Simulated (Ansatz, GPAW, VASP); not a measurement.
# One calculation of Pb, 3 ways

```
Pb
1.0
     0.00000    2.47502    2.47502
     2.47502    0.00000    2.47502
     2.47502    2.47502    0.00000
Pb
1
Direct
  0.00000 0.00000 0.00000
```

Alike in all runs: task single point; functional PBE; k mesh 9 × 9 × 9; occupations gaussian, width 0.017 eV; no spin polarisation; no spin-orbit coupling. Pressure is positive in compression and, in plane waves, holds the error of the finite cutoff.

```
                        program and potentials  plane-wave cutoff (eV)  notes  pressure (GPa)
Ansatz, all-electron LAPW, scalar-relativistic                       -      -            2.26
              VASP, PBE PAW files Pb_d, 520 eV                     520      -            2.16
    GPAW, GPAW PAW data sets (gpaw-data 1.2.1)                     600      -            2.00
```

The pressure spans 2.00 (GPAW, GPAW PAW data sets (gpaw-data 1.2.1)) to 2.26 GPa (Ansatz, all-electron LAPW, scalar-relativistic), with all-electron results at 2.26.

Differences between rows come from potentials, basis sets and numerical settings, since the functional is the same but for its coding. Runs on potential files found faulty are left out.

All three calculations place fcc Pb under compression at this volume, so PBE would relax the crystal to a larger lattice parameter. The cell is close to the measured one, and the outward pressure therefore fits the known tendency of PBE to underbind heavy metals: its gradient correction favours inhomogeneous densities and weakens cohesion between large, polarisable atoms. The neglected spin-orbit splitting of the 6p states, which carry most of the metallic bonding, is another possible contribution, and these results can't separate the two.

Lead is a soft metal because its 6s pair lies deep and takes little part in bonding, leaving the partly filled 6p band to hold the lattice together. A pressure of this size therefore corresponds to a noticeable change in volume, whereas the spread from 2.00 to 2.26 GPa would shift the equilibrium lattice parameter only slightly. The agreement in sign and approximate size supports a shared PBE preference for expansion, but a single volume doesn't determine the bulk modulus.
